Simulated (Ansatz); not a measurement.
`Cc1cccc(O)c1` → `[CH2]` (triplet) + `Oc1ccccc1` at 400 K and 1 bar (formal loss of a carbene).

Gas-phase electronic energies from Ansatz, PBE0-D4/def2-TZVP geometries. CBS: MP2 limit from def2 TZ/QZ plus the TZ coupled-cluster correction, frozen cores. This one scheme is used for every species. Triplets are unrestricted, without spin–orbit coupling. Each species was taken in one conformer, which may not be the lowest.

```
          species  CCSD(T)/CBS energy (Eh)  H − E (kJ/mol)  S (J/(mol·K))
   `Cc1cccc(O)c1`               -346.36114           384.0          401.0
`[CH2]` (triplet)                -39.09499            59.0          205.7
      `Oc1ccccc1`               -307.09669           304.5          346.0
```

H − E and S are ideal-gas, rigid-rotor, harmonic terms from PBE0-D4/def2-TZVP, for one conformer and one mirror image of each species, with the whole ground term of open shells counted as degenerate. 1 Eh = 2625.50 kJ/mol, R = 8.31446 J/(mol·K).

Q: By hand: ΔE, ΔH, ΔS and ΔG.

A: ΔE = (-39.09499) + (-307.09669) − (-346.36114) = 0.16946 Eh = 444.9 kJ/mol. Δ(H − E) = 59.0 + 304.5 − 384.0 = -20.5, so ΔH = 424.4 kJ/mol. ΔS = 205.7 + 346.0 − 401.0 = 150.7 J/(mol·K). ΔG = 424.4 − 400 × (150.7)/1000 = 364.1 kJ/mol.

Q: By hand: the equilibrium constant, and the temperature at which ΔG would vanish if ΔH and ΔS stayed fixed.

A: log₁₀ K = −ΔG/(RT ln 10) = -47.5. ΔG = 0 at ΔH/ΔS = 2816 K, far beyond where these terms or the molecules hold.

The number of gas molecules changes by +1, which sets the sign of ΔS. A doubt of 5 kJ/mol in ΔE shifts log₁₀ K by 0.7 here. Other conformers and mirror images would add mixing entropy, several J/(mol·K) or more a flexible species. Modes under 60 cm⁻¹, often nearly free rotors, make the harmonic entropy too high. A triplet takes part, so the spin changes. These are equilibria of isolated gas molecules and say nothing of rates. Largest T1 diagnostic: 0.011 (customary marks: 0.02 for closed shells, 0.045 for open ones).
